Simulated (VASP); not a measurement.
Input of a VASP 6.6.1 run:

The input INCAR:

```
SYSTEM = ZnS
  PREC = Accurate
  ENCUT = 520
  EDIFF = 1E-7
  ISMEAR = 0
  SIGMA = 0.011
  LREAL = .FALSE.
  LASPH = .TRUE.
  NELM = 100
  ALGO = Fast
  ISIF = 2
  LWAVE = .FALSE.
  LCHARG = .FALSE.
  GGA = PE
  NBANDS = 46
```

Contents of KPOINTS:

```
Automatic mesh
0
G
  8 8 3
  0 0 0
```

File POSCAR:

```
ZnS
1.0
    3.8227000000      0.0000000000      0.0000000000
   -1.9113500000      3.3105553110      0.0000000000
    0.0000000000      0.0000000000     12.5200000000
Zn S
4 4
Direct
    0.6666666667      0.3333333333      0.7500000000
    0.3333333333      0.6666666667      0.2500000000
    0.0000000000      0.0000000000      0.5000000000
    0.0000000000      0.0000000000      0.0000000000
    0.6666666667      0.3333333333      0.9375000000
    0.3333333333      0.6666666667      0.4375000000
    0.0000000000      0.0000000000      0.6875000000
    0.0000000000      0.0000000000      0.1875000000
```

Potentials or basis: VASP PAW PBE potentials, release 64 (Zn, S).

Command:

```console
$ cat potpaw_PBE.64/Zn/POTCAR potpaw_PBE.64/S/POTCAR > POTCAR
$ mpirun -np 1 vasp_std > vasp.out
```

Problem. What does it give for the largest force?

Solution. 0.044 eV/Å.

Problem. Predict the pressure.

Solution. 1.5 GPa.

Problem. Estimate the band gap on the k mesh.

Solution. 2.13 eV, direct.

Forces on the atoms (eV/Å):
```
Zn   0.000  0.000  0.008
Zn   0.000  0.000  0.008
Zn   0.000  0.000  0.023
Zn   0.000  0.000  0.023
S    0.000  0.000  0.013
S    0.000  0.000  0.013
S    0.000  0.000 -0.044
S    0.000  0.000 -0.044
```

Caveat: an odd mesh through Γ misses points on the zone boundary, where band edges often lie.

The gap isn't set beside the measured one, since this odd mesh misses points on the zone boundary.
